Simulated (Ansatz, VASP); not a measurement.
# InSe: VASP beside Ansatz, part 2 of 2

One calculation is typed for both programs; each brings its own data sets. How far apart do they land? The cell is taken from a series of runs on this material, whose earlier steps may have relaxed, scaled, displaced or heated it; both programs get it as it stands.

VASP 6.6.1 and Ansatz 0.2.0.

So far. Step 2 (VASP: single point, HF with an exact-exchange share of …): The run ends at a pressure of 5.53 GPa, with forces up to 0.61 eV/Å.

**3. Ansatz: single point, HF with an exact-exchange share of 1**

Level of this step: Ansatz beside VASP: Kohn-Sham DFT, plane waves, HF (Ansatz).

Ansatz runs on its default PAW (the set named soft_2) files.

The same cell, functional and mesh now go to Ansatz, which takes its cutoff from its data sets.

Contents of input.yaml:

```yaml
crystal:
  lattice:
    - [3.9748709455, 0.0, 0.0]
    - [-1.9874354728, 3.4423392156, 0.0]
    - [0.0, 0.0, 16.2636494814]
  atoms:
    - { symbol: In, position: [0.0, 0.0, 0.5842950809] }
    - { symbol: In, position: [0.0, 0.0, 0.4157049191] }
    - { symbol: In, position: [0.3333333333, 0.6666666667, 0.9156997426] }
    - { symbol: In, position: [0.3333333333, 0.6666666667, 0.0843002574] }
    - { symbol: Se, position: [0.6666666667, 0.3333333333, 0.8378264049] }
    - { symbol: Se, position: [0.6666666667, 0.3333333333, 0.1621735951] }
    - { symbol: Se, position: [0.3333333333, 0.6666666667, 0.6621026916] }
    - { symbol: Se, position: [0.3333333333, 0.6666666667, 0.3378973084] }
kpoints:
  mp_grid: { grid: [6, 6, 2] }
  band_path:
    path:
      - [0.0, 0.0, 0.0]
      - [0.5, 0.0, 0.0]
      - [0.33333333, 0.33333333, 0.0]
      - [0.0, 0.0, 0.5]
      - [0.5, 0.0, 0.5]
      - [0.33333333, 0.33333333, 0.5]
    npoints: 1
hamiltonian:
  xc: hf
scf:
  occupations: { method: fixed }
  n_extra_bands: 6
output:
  eigenvalues: true
```

Started as:

```bash
> ansatz run input.yaml --threads 3 --pin off --max-ram 92160MiB --backend cuda --events-out ev --progress --plain --runs-dir out --devices 1 --max-vram 13GiB
```

Numbers of over 12 decimals in the logs are rounded to 6 here.

Output:

```text
scf.n_extra_bands = 6 over 58 filled bands (N_el = 116.0): the run solves 64 bands
GPUs: using 1 of 1 available (devices: 1).
Engine: ansatz 0.2.0, x86_64-unknown-linux-gnu
Pseudopotentials: kind: paw
Pseudopotential: In, paw, valence charge 13, recommended cutoff 420 eV (normal), In.paw.azcp
Pseudopotential: Se, paw, valence charge 16, recommended cutoff 420 eV (normal), Se.paw.azcp
Functional definition: HF
  exchange = exact_x
  correlation = 0
davidson cushion auto → on  (no smearing: the cushion is to keep the highest requested band from converging to the state above it; pin scf.eigensolver.cushion to override)
device memory: the entry about to start is reckoned to put 4.0 GiB on a device that reports 28.1 GiB free (of which the cap on the GPU budget leaves the run 13.0 GiB)
GPU FFT provider: cuFFT
GPU libraries: cuBLAS 13.8.2, cuFFT 12.4.0, cuSOLVER 12.3.4
Crystal: 8 atoms, lattice volume = 222.533 Å³
Basis set: ecut = 420 eV, 4387 PW (Γ)
Bands: 64, of which v1, the nominal top of the filled ones, is band 58 counted from 1 (57 counted from 0)
Symmetry: 12 space group operations
Space group: P-6m2 (ITA 187), of the structure as read, at distance tolerance 6.1e-5 Å
k-points: 14 of 72 (time reversal used)
Non-local potential: In, projectors of the file, l = 0: 2, l = 1: 2, l = 2: 2, l = 3: 2
Non-local potential: Se, projectors of the file, l = 0: 2, l = 1: 2, l = 2: 3, l = 3: 1
PAW form: soft (Blöchl's): semilocal exchange-correlation on the pseudo side does not see the compensation charge
PAW frozen core: In, regenerated for the run's functional, and the local potential with it (the file was generated under x = pbe(κ = 0.804, μ = 0.219515), c = pbe(β = 0.066725))
PAW frozen core: Se, regenerated for the run's functional, and the local potential with it (the file was generated under x = pbe(κ = 0.804, μ = 0.219515), c = pbe(β = 0.066725))
PAW one-centre angular grid: In, 590 points (default); XC on 64 Gauss nodes
PAW one-centre angular grid: Se, 590 points (default); XC on 64 Gauss nodes
Initial density: superposition of atomic densities (neutral atoms: chi_scale 0, normalization atom), corrected by the library's trained network
Initial wavefunctions: pseudopotential atomic-orbital guess
GPU buffer pool allocated for 87480 grid points (all kernels)
GPU transforms: local potential and band sums: pruned to the plane-wave sphere, on 25×27×120
Functional: x = pbe(κ = 0.804, μ = 0.219515), c = none, warm-up for x = 0 pbe(κ = 0.804, μ = 0.219515) + 1 exact, c = none
SCF iter   1: F=—  HF=-43802.960156 eV  |F-HF|=—  |Δ(HF+E_count)|=         —  Δρ=3.51e-3  dr2=1.81e-2  ethr=1.77e-3  ⟨swp⟩=8.4  Hψ=4049  notcnv=0
preconditioner: auto → none  [insulator: Δε(μ)=0.419 eV  Ē_g=12.883 eV  n_scr=66 (ndim 8)  ℏωp=21.7 eV  f_vac=0.064]
SCF iter   2: F=—  HF=-43802.938142 eV  |F-HF|=—  |Δ(HF+E_count)|=   2.20e-2  Δρ=1.21e-3  dr2=5.60e-3  ethr=1.56e-5  ⟨swp⟩=5.4  Hψ=3291  notcnv=0
SCF iter   3: F=—  HF=-43802.940133 eV  |F-HF|=—  |Δ(HF+E_count)|=   1.99e-3  Δρ=8.55e-4  dr2=1.35e-2  ethr=4.83e-6  ⟨swp⟩=5.1  Hψ=2409  notcnv=0
SCF iter   4: F=—  HF=-43802.938138 eV  |F-HF|=—  |Δ(HF+E_count)|=   1.99e-3  Δρ=4.74e-4  dr2=6.70e-4  ethr=4.83e-6  ⟨swp⟩=4.1  Hψ=2216  notcnv=0
iter 5 solved again at ethr=4.38e-8 eV; its pass at ethr=5.78e-7 eV (dr2=5.08e-5 eV) is discarded
SCF iter   5: F=—  HF=-43802.938342 eV  |F-HF|=—  |Δ(HF+E_count)|=   2.04e-4  Δρ=1.50e-4  dr2=5.50e-5  ethr=4.38e-8  ⟨swp⟩=3.9  Hψ=4441  notcnv=0
SCF iter   6: F=—  HF=-43802.938376 eV  |F-HF|=—  |Δ(HF+E_count)|=   3.38e-5  Δρ=6.33e-5  dr2=3.45e-5  ethr=4.38e-8  ⟨swp⟩=4.4  Hψ=2482  notcnv=0
SCF iter   7: F=-43802.938375 eV  HF=-43802.938376 eV  |F-HF|=4.38e-7  |Δ(HF+E_count)|=   9.70e-8  Δρ=2.42e-5  dr2=2.23e-6  ethr=2.97e-8  ⟨swp⟩=4.1  Hψ=2192  notcnv=0
SCF 1 stopped early in 7 iterations: F = -43802.938375 eV  dr2 = 2.23e-6
  greatest PAW one-centre occupation: 1.000 electrons in one spin orbital (limit 2), on the Se atom at site 6 (counted from 0), in its partial waves of l = 2
device memory: the entry about to start is reckoned to put 4.9 GiB (of the 5.0 GiB reckoned in all, the device holds 0.1 GiB already) on a device that reports 27.8 GiB free (of which the cap on the GPU budget leaves the run 12.9 GiB)
GPU FFT provider: cuFFT
GPU libraries: cuBLAS 13.8.2, cuFFT 12.4.0, cuSOLVER 12.3.4
Initial density: handed on by an earlier stage of this run
Initial wavefunctions: those handed on with the density
GPU buffer pool allocated for 87480 grid points (all kernels)
GPU transforms: local potential and band sums: pruned to the plane-wave sphere, on 25×27×120
Functional: x = 0 pbe(κ = 0.804, μ = 0.219515) + 1 exact, c = none
[...]
SCF 2 stopped early in 7 iterations: F = -43882.139842 eV  dr2 = 1.26e-3
  greatest PAW one-centre occupation: 1.000 electrons in one spin orbital (limit 2), on the Se atom at site 4 (counted from 0), in its partial waves of l = 2
hybrid outer 1: dexx = +2.728e0 eV, tail = 4.89e-2 eV
GPU FFT provider: cuFFT
GPU libraries: cuBLAS 13.8.2, cuFFT 12.4.0, cuSOLVER 12.3.4
GPU buffer pool allocated for 87480 grid points (all kernels)
GPU transforms: local potential and band sums: pruned to the plane-wave sphere, on 25×27×120
[...]
Frozen-core exchange: fock
SCF iter   1: F=—  HF=-43882.143919 eV  |F-HF|=—  |Δ(HF+E_count)|=         —  Δρ=6.38e-4  dr2=8.43e-4  ethr=2.11e-4  ⟨swp⟩=2.6  Hψ=1990  notcnv=0
preconditioner: auto → none  [insulator: Δε(μ)=6.615 eV  Ē_g=23.749 eV  n_scr=66 (ndim 8)  ℏωp=21.7 eV  f_vac=0.075]
SCF iter   2: F=—  HF=-43882.146229 eV  |F-HF|=—  |Δ(HF+E_count)|=   2.31e-3  Δρ=4.17e-4  dr2=3.82e-4  ethr=4.55e-7  ⟨swp⟩=5.2  Hψ=3762  notcnv=0  defer=1
SCF iter   3: F=—  HF=-43882.146407 eV  |F-HF|=—  |Δ(HF+E_count)|=   1.78e-4  Δρ=1.68e-4  dr2=6.04e-5  ethr=2.33e-7  ⟨swp⟩=4.6  Hψ=2980  notcnv=0
iter 4 solved again at ethr=1.79e-9 eV; its pass at ethr=4.00e-8 eV (dr2=2.08e-6 eV) is discarded
SCF iter   4: F=-43882.146388 eV  HF=-43882.146390 eV  |F-HF|=2.22e-6  |Δ(HF+E_count)|=   1.61e-5  Δρ=3.44e-5  dr2=3.96e-6  ethr=1.79e-9  ⟨swp⟩=4.0  Hψ=4953  notcnv=0
SCF 3 stopped early in 4 iterations: F = -43882.146388 eV  dr2 = 3.96e-6
hybrid outer 2: dexx = +2.140e-3 eV, tail = 2.88e-4 eV, Δε = 4.60e-2 eV (about 6.97e-3 eV left of the loop's levels)
GPU FFT provider: cuFFT
GPU libraries: cuBLAS 13.8.2, cuFFT 12.4.0, cuSOLVER 12.3.4
GPU buffer pool allocated for 87480 grid points (all kernels)
GPU transforms: local potential and band sums: pruned to the plane-wave sphere, on 25×27×120
Exchange kernel: α = 1.0000, full range, Wigner–Seitz truncation, v(0) = 21539.1093 eV·Å³, q-mesh 6×6×2, nearest image of the exchange supercell L = 23.85 Å, pair-density grid 24×24×80, without the augmentation charges, whose exchange is taken in its separable form by FFT convolution over the k-point mesh (sized by the pseudopotential files, 24×24×120 at the most), smooth part of the exact exchange by density-matrix convolution in up to 8.34 GiB of GPU memory as planned if the GPU has room (build and FFT work areas not counted)
Frozen-core exchange: fock
SCF iter   1: F=—  HF=-43882.146489 eV  |F-HF|=—  |Δ(HF+E_count)|=         —  Δρ=4.02e-5  dr2=4.34e-6  ethr=1.24e-6  ⟨swp⟩=4.1  Hψ=2036  notcnv=0
preconditioner: auto → none  [insulator: Δε(μ)=6.629 eV  Ē_g=23.753 eV  n_scr=66 (ndim 8)  ℏωp=21.7 eV  f_vac=0.075]
SCF iter   2: F=—  HF=-43882.146505 eV  |F-HF|=—  |Δ(HF+E_count)|=   1.54e-5  Δρ=3.49e-5  dr2=2.25e-6  ethr=1.77e-9  ⟨swp⟩=6.8  Hψ=3886  notcnv=0  defer=15
iter 3 solved again at ethr=1.17e-10 eV; its pass at ethr=1.21e-9 eV (dr2=1.36e-7 eV) is discarded
SCF iter   3: F=-43882.146507 eV  HF=-43882.146507 eV  |F-HF|=1.78e-7  |Δ(HF+E_count)|=   2.50e-6  Δρ=1.08e-5  dr2=2.12e-7  ethr=1.17e-10  ⟨swp⟩=2.0  Hψ=5345  notcnv=0
SCF 4 stopped early in 3 iterations: F = -43882.146507 eV  dr2 = 2.12e-7
hybrid outer 3: dexx = +1.980e-5 eV, tail = 2.14e-6 eV, Δε = 4.07e-3 eV (about 8.10e-4 eV left of the loop's levels)
GPU FFT provider: cuFFT
GPU libraries: cuBLAS 13.8.2, cuFFT 12.4.0, cuSOLVER 12.3.4
GPU buffer pool allocated for 87480 grid points (all kernels)
GPU transforms: local potential and band sums: pruned to the plane-wave sphere, on 25×27×120
Exchange kernel: α = 1.0000, full range, Wigner–Seitz truncation, v(0) = 21539.1093 eV·Å³, q-mesh 6×6×2, nearest image of the exchange supercell L = 23.85 Å, pair-density grid 24×24×80, without the augmentation charges, whose exchange is taken in its separable form by FFT convolution over the k-point mesh (sized by the pseudopotential files, 24×24×120 at the most), smooth part of the exact exchange by density-matrix convolution in up to 8.34 GiB of GPU memory as planned if the GPU has room (build and FFT work areas not counted)
Frozen-core exchange: fock
SCF iter   1: F=—  HF=-43882.146508 eV  |F-HF|=—  |Δ(HF+E_count)|=         —  Δρ=5.93e-6  dr2=9.91e-8  ethr=9.21e-9  ⟨swp⟩=5.8  Hψ=2127  notcnv=0
preconditioner: auto → none  [insulator: Δε(μ)=6.630 eV  Ē_g=23.752 eV  n_scr=66 (ndim 8)  ℏωp=21.7 eV  f_vac=0.075]
SCF iter   2: F=-43882.146509 eV  HF=-43882.146509 eV  |F-HF|=4.04e-8  |Δ(HF+E_count)|=   2.07e-7  Δρ=5.26e-6  dr2=6.46e-8  ethr=3.68e-11  ⟨swp⟩=6.8  Hψ=3638  notcnv=0  defer=7
SCF 5 converged in 2 iterations: F = -43882.146509 eV  dr2 = 6.46e-8
  greatest PAW one-centre occupation: 1.000 electrons in one spin orbital (limit 2), on the Se atom at site 5 (counted from 0), in its partial waves of l = 2
hybrid outer 4: dexx = +3.051e-7 eV, tail = 1.65e-7 eV, Δε = 5.33e-4 eV (about 2.56e-4 eV left of the loop's levels)
device memory: the entry about to start is reckoned to put 1.5 GiB on a device that reports 30.8 GiB free (of which the cap on the GPU budget leaves the run 13.0 GiB)
NSCF: frozen V_eff on 6 k-points
hybrid SCF converged: 4 outer / 16 inner (+7 warm-up), last move |dexx| = 3.05e-7 eV, tail = 1.65e-7 eV
Stability not checked: this state was not tested for a lower state beside it, because the functional holds exact exchange (a hybrid, or Hartree-Fock), whose exchange loop this test does not read (fock_operator; see scf.lower_state_search)
Free energy (F): -43882.146509 eV
Frozen-core exchange: fock
Harris-Foulkes:  -43882.146509 eV  (|F-HF|=4.04e-8)
Internal energy: -43882.146509 eV  (E = F + TS)
E sigma→0 (E₀):  -43882.146509 eV
Fermi energy:    6.131672 eV
--- Per-component energies (eV) ---
  E_band       = -2929.713047
  E_kinetic    = 1446.907760
  E_local      = -15402.021425  (includes V_loc(G=0)·N_el)
  E_nonlocal   = -958.872030
  E_hartree    = 7157.250061
  E_xc         = 0.000000
  E_vxc        = 0.000000  (∫ρ·V_xc dr)
  E_exx        = -1813.082820  (= α·E_x^exact, valence–valence)
  E_paw        = -23337.287830  (= ΣΔE_a)
  E_vpaw       = 1295.941560  (= ΣTr[D̂ρ^β])
  E_aug_tail   = -0.002311  (compensation charges beyond the density's cutoff)
  E_ewald      = -10968.132557
  E_core_change = -6.905357  (= ΣΔE_core)
  E_smearing   = -0.000000  (= −TS)
  E_closure    = 0.000000  (closes the sum)
  Σ components = -43882.146509   (vs F -43882.146509, Δ=0.00e0)
--- Band table (eV; the first three rows and the last of 14) ---
  k-point 0: bands = [... 54 lower, 4.3084, 4.4254, 4.4254, 6.1317, 12.9367, 14.4066, 14.6999, 14.7653, ... 2 higher]
  k-point 1: bands = [... 54 lower, 4.3767, 4.3767, 5.1721, 5.2028, 13.5981, 13.6894, 14.7535, 14.7995, ... 2 higher]
  k-point 2: bands = [... 54 lower, 3.9306, 4.0902, 4.4736, 5.7710, 14.2766, 14.9254, 14.9425, 15.2028, ... 2 higher]
  k-point 13: bands = [... 54 lower, 2.4293, 2.9114, 3.5516, 3.9632, 12.9589, 13.2052, 14.7804, 15.1138, ... 2 higher]
```

**4. Comparison**

Known differences besides the potentials themselves: exact exchange at q = 0 is treated differently, which shows on coarse meshes; VASP keeps PBE cores, Ansatz makes them for the functional; fixed occupations in Ansatz, narrow Gaussian smearing in VASP; the data sets hold 116 valence electrons in Ansatz (on its default PAW (the set named soft_2) files) and 76 in VASP; the cutoff is 420 eV in Ansatz and 400 eV in VASP; VASP takes a coarser grid for exact exchange (PRECFOCK = Fast). Total energies have different zeros and are not compared.

Both answers:

```csv
quantity,Ansatz,VASP,difference
gap on the k mesh (eV),6.630,6.692,-0.063
```

A gap on the mesh is an upper bound, since the band edges may lie between its points.

**5. Outcome**

```yaml
difference_in_gap_on_the_k_mesh_single_point_hf_with_an_exact_exchange_share_of_1: -0.063 eV
```

In words: The difference in gap on the k mesh is -0.063 eV (single point, HF with an exact-exchange share of 1), within the 0.08 eV picked in this series as the mark of a large difference. The data sets hold unlike numbers of valence electrons (116 in Ansatz and 76 in VASP), so part of the differences comes from the potentials. How closely two codes agree says nothing of how well the functional describes the real material.

[Lines on the potential files, build, host, timing and source positions are cut from VASP's logs without a mark.]

[Logs are printed without paths, hosts, clocks, repeated set-up lines and the standing remarks that a program may print on its own settings, such as how far it seeks lower states.]

[Hosts, paths, dates, database ids (printed as entryN), source tags and the programs' standing remarks are cut or masked in the printed files.]
